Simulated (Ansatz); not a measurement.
A surface is cut from this relaxed crystal of HfC:

```yaml
crystal:
  lattice:
    - [0.00000, 2.30366, 2.30366]
    - [2.30366, 0.00000, 2.30366]
    - [2.30366, 2.30366, 0.00000]
  atoms:
    - { symbol: Hf, position: [0.50000, 0.50000, 0.50000] }
    - { symbol: C, position: [0.00000, 0.00000, 0.00000] }
```

Miller indices refer to the conventional cell of Fm-3m (No. 225), a = 4.607 Å, b = 4.607 Å, c = 4.607 Å, α = 90.00°, β = 90.00°, γ = 90.00°.

The (111) slab of 11 planes, 13.3 Å thick with 15 Å of vacuum as cut; outer planes Hf (top) and Hf (bottom).

The calculation used DFT PBEsol, scalar-relativistic, plane waves, PAW (Ansatz). Plane waves to 420 eV, a k mesh through Γ of 12×12×1 on the computed 11-atom cell and Gaussian smearing (0.10 eV); no spin polarisation. A dipole correction removes the field between periodic images along c.

The slab isn't stoichiometric (Hf6C5), so its surface energy depends on the chemical potentials; it is given with the excess atoms taken from the element's standard state, a limit at which the compound may itself be unstable, so the figure can be too low. The work function read from the bulk's Fermi level differs by 0.29 eV, so the slab's middle doesn't match the bulk reference (too thin, or relaxed to another structure or magnetic state).

With the atoms at the bulk's places:

- Surface energy with the excess atoms taken from the elements: 2.17 J/m²
- Work function: 4.65 eV

**Question.** What changes when all atoms relax within this surface cell and its symmetry?

**Answer.** The energy falls by 0.317 J/m² a face, and the largest move is 0.14 Å.

```yaml
Surface_energy_with_the_excess_atoms_taken_from_the_elements: 1.85 J/m²
Work_function: 4.77 eV
```

```csv
plane (bottom to top),atoms,"spacing to next, bulk (Å)",relaxed (Å),change (%)
1,Hf,1.330,1.129,-15.1
2,C,1.330,1.464,+10.1
3,Hf,1.330,1.255,-5.7
4,C,1.330,1.353,+1.7
5,Hf,1.330,1.310,-1.5
6,C,1.330,1.310,-1.5
7,Hf,1.330,1.353,+1.7
8,C,1.330,1.255,-5.7
9,Hf,1.330,1.464,+10.1
10,C,1.330,1.129,-15.1
11,Hf,,,
```

Spin-orbit coupling is left out, which matters for the bands of heavy elements.